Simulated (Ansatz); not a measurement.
A single-point calculation of HfO2 (fluorite) with Ansatz, at the level PBE. The cell was relaxed with r2SCAN and then strained (epitaxial -2.5 % in the xy plane, free normal strain +0.98 %), with the atoms relaxed again with r2SCAN; k points keep the names of the unstrained zone.

input.yaml:
```yaml
crystal:
  lattice:
    - [0.0, 2.4659527612, 2.5538963734]
    - [2.4659527612, 0.0, 2.5538963734]
    - [2.4659527612, 2.4659527612, 0.0]
  atoms:
    - { symbol: Hf, position: [0.0, 0.0, 0.0] }
    - { symbol: O, position: [0.25, 0.25, 0.25] }
    - { symbol: O, position: [0.75, 0.75, 0.75] }
kpoints:
  mp_grid: { grid: [8, 8, 8] }
  band_path:
    path:
      - [0.0, 0.0, 0.0]
      - [0.5, 0.0, 0.5]
      - [0.625, 0.25, 0.625]
      - [0.375, 0.375, 0.75]
      - [0.5, 0.5, 0.5]
      - [0.5, 0.25, 0.75]
      - [0.0, 0.5, 0.5]
    npoints: 1
hamiltonian:
  xc: pbe
scf:
  occupations: { method: fermi_dirac, width: 0.02 }
  n_extra_bands: 4
output:
  forces: true
  stress: true
  eigenvalues: true
  write_density: true
  write_potential: true
  elf: true
  volumetric_format: npy
```

Run as `ansatz run input.yaml --threads 4 --pin off --max-ram 4608MiB --backend cpu --events-out ev --progress --plain --runs-dir out`. Wall time 1.4 s on 4 threads of Intel(R) Xeon(R) Processor @ 2.70GHz (shared host), load about 0.9 per core; peak host memory 0.38 GiB.

Main lines of the log:
```
scf.n_extra_bands = 4 over 19 filled bands (N_el = 38.0): the run solves 23 bands
Functional definition: PBE
Crystal: 3 atoms, lattice volume = 31.060 Å³
Basis set: ecut = 420 eV, 609 PW (Γ)
Symmetry: 16 space group operations
Space group: I4/mmm (ITA 139)
k-points: 59 of 512
preconditioner: auto → none  [insulator: Δε(μ)=3.602 eV  σ=0.020 eV  ℏωp=40.0 eV]
SCF 1 converged in 6 iterations: F = -16861.261884 eV  dr2 = 5.52e-8
Free energy (F): -16861.261884 eV
Fermi energy:    18.994588 eV
--- Stress (GPa, compression-positive) ---
       23.791706       0.000000       0.000000
        0.000000      23.791706       0.000000
        0.000000       0.000000       6.627902
  P = ⅓ Tr σ = 18.0704 GPa (180.704 kbar)
```

The file bands.tsv (bands near the Fermi energy, numbered from 0, rounded):
```tsv
# k_distance	band_14	band_15	band_16	band_17	band_18	band_19	band_20	band_21	band_22
# fermi_ev = 18.994588
# [0, 0, 0] at k_distance = 0.000000
# [0.5, 0, 0.5] at k_distance = 1.273987
# [0.625, 0.25, 0.625] at k_distance = 1.716723
# [0.375, 0.375, 0.75] at k_distance = 2.492465
# [0.5, 0.5, 0.5] at k_distance = 3.254815
# [0.5, 0.25, 0.75] at k_distance = 4.140285
# [0, 0.5, 0.5] at k_distance = 5.564647
# levels_relative_to = fermi_ev
0.000	-7.645	-7.606	-2.882	-2.411	-2.411	1.778	2.244	4.284	9.026
1.274	-5.642	-5.412	-3.985	-3.333	-1.792	1.912	3.862	5.324	6.586
1.717	-6.168	-5.437	-4.445	-3.302	-2.151	2.449	3.787	5.571	5.994
2.492	-6.091	-5.379	-4.258	-3.334	-2.512	2.591	3.694	5.059	6.040
3.255	-6.456	-5.106	-4.758	-3.838	-3.802	2.754	2.919	5.472	7.210
4.140	-7.261	-4.638	-4.500	-3.611	-2.190	3.127	3.350	5.306	5.577
5.565	-5.642	-5.412	-3.985	-3.333	-1.792	1.912	3.862	5.324	6.586
```
In order the rows are Γ, X, U, K, L, W, X.

Planar averages along the third cell vector, from rho_z.tsv and v_z.tsv (valence density with its augmentation; electrostatic potential energy of an electron, of which only differences have a meaning):
```tsv
z (Å)	ρ (e/Å³)	v_es (eV)
0.00	2.718	7.00
0.29	2.281	5.84
0.44	1.885	5.51
0.73	1.212	6.68
0.87	0.987	8.28
1.16	0.655	12.59
1.31	0.513	14.75
1.60	0.325	18.31
1.74	0.301	19.06
2.03	0.397	16.69
2.18	0.513	14.75
2.47	0.811	10.35
2.62	0.987	8.28
2.91	1.511	5.74
3.05	1.885	5.51
3.34	2.596	6.55
```

The PBE gap is indirect, 3.57 eV (X to Γ), below the direct gap of 3.70 eV at X. With the atoms held, the mean pressure is +18.07 GPa (compression positive).

The values are computed, spin-unpolarised, and not measurements.

No spin-orbit coupling is included; it can move band edges with weight on the heavy atoms by tenths of an eV.
